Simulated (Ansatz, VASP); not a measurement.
# CaO (kpat) in VASP and in Ansatz

```
Ca O
1.0
     0.00000    2.35373    2.35373
     2.35373    0.00000    2.35373
     2.35373    2.35373    0.00000
Ca O
1 1
Direct
  0.00000 0.00000 0.00000
  0.50000 0.50000 0.50000
```

Change from the starting cell: strained cell.

Alike in both runs: functional PBE; k mesh 8 × 8 × 8; occupations gaussian, width 0.02 eV; no spin polarisation.

Ansatz relaxed the structure, and its values are those at the end. VASP's run is a single point on that final structure, the one shown.

```csv
,VASP,Ansatz
version,VASP 6.6.1,Ansatz 0.2.0
potentials or method,"VASP PAW PBE potentials, release 64 (Ca_sv, O)","scalar-relativistic, plane waves, PAW"
plane-wave cutoff (eV),520,420
valence electrons in the cell,16,16
```

```tsv
	VASP	Ansatz	Ansatz less VASP
gap on the k mesh at the Fermi level (eV)	3.61	3.63	+0.022
least direct gap on the mesh (eV)	3.97	3.99	+0.021
pressure (GPa)	10.5	9.7	-0.80
```

The functional is the same, so the differences come from potentials, cutoffs and numerics. Ansatz warned: «stress_scf_threshold_loose».

A k mesh can miss the band edges.
